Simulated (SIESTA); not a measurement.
## Fe under changes of volume

One of the cells (11.664 Å³/atom); the others are scaled copies at fixed shape and fractional positions:

```
Fe
1.0
     0.00000    1.95460    1.97812
     1.50836    0.00000    1.97812
     1.50836    1.95460    0.00000
Fe
1
Direct
  0.00000 0.00000 0.00000
```

```yaml
Program: SIESTA 5.4.2
Functional: PBEsol
Potentials_or_basis: PseudoDojo 0.4 standard (PBEsol files)
Basis: DZP (energy shift 0.003 Ry; two zetas on semicore shells)
Grid_cutoff: 800 Ry
Energy_shift: 0.003 Ry
k_mesh: 13 × 13 × 13
Occupations: fermi-dirac, width 0.05 eV
Spin: collinear spin, ferromagnetic start
Starting_moments: "[3.0] μB"
```

```csv
volume (Å³/atom),energy over the lowest point (meV/atom),pressure (GPa),moment (μB per cell)
10.749,0.00,2.2,2.11
10.978,0.15,-1.9,2.15
11.207,6.28,-6.5,2.20
11.664,33.70,-12.6,2.30
11.893,?,?,?
12.121,76.97,-16.3,2.44
```

**Question.** What does the run at 11.893 Å³/atom give?

**Answer.** Energy over the lowest point 53.94 meV/atom; pressure -15.2 GPa; moment 2.35 μB per cell.

Worked out: A Birch-Murnaghan fit of order 3 (a polynomial in V^(-2/3)) to the other rows has its minimum at 10.86 Å³/atom with B0 = V·E''(V) = 216 GPa and B' = 5.6 at fixed shape and positions, which overstates the stiffness. It gives 53.67 meV/atom at 11.893 Å³/atom, against the run's 53.94, and -dE/dV = -15.2 GPa, against -15.2. A parabola through the other rows of the moment, of slope 0.294 μB per Å³/atom there, gives 2.37 μB, against the run's 2.35.

Energies are extrapolated to zero smearing.

Caveats: short orbitals over semicore shells can move pressures by several GPa; the basis of atomic orbitals isn't converged, which shifts pressures, moduli and gaps.
